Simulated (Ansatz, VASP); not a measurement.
C in VASP and in Ansatz

```
C
1.0
     0.00000    2.09269    3.45869
     1.20819    0.00000    3.45869
     1.20819    2.09269    0.00000
C
2
Direct
  0.16667 0.83333 0.16667
  0.83333 0.16667 0.83333
```

Alike in both runs: task single point; functional PBEsol; k mesh 14 × 14 × 14; occupations gaussian, width 0.05 eV; no spin polarisation.

```csv
,VASP,Ansatz
version,VASP 6.6.1,Ansatz 0.2.0
potentials or method,"VASP PAW PBE potentials, release 64 (C)","scalar-relativistic, plane waves, PAW"
plane-wave cutoff (eV),520,420
valence electrons in the cell,8,8
```

VASP gave:

| Quantity | Value |
| --- | --- |
| gap on the k mesh at the Fermi level (eV) | 0.54 |
| least direct gap on the mesh (eV) | 0.65 |
| pressure (GPa) | 16.2 |
| largest component of the traceless stress (GPa) | 15.44 |
| rms of the force components (eV/Å) | 0.013 |

What did Ansatz give for the same quantities?

gap on the k mesh at the Fermi level (eV): 0.54; least direct gap on the mesh (eV): 0.65; pressure (GPa): 15.5; largest component of the traceless stress (GPa): 14.66; rms of the force components (eV/Å): 0.013.

Atom by atom the forces differ by 0.000 eV/Å (rms over components). With one functional, cell and mesh, what is left measures potentials, basis and numerics.

Caveats: so large a pressure means that the cell lies far from this level's equilibrium, or that cutoff or potentials fall short (VASP); the potentials were made for another functional, which shifts forces and pressure (VASP).
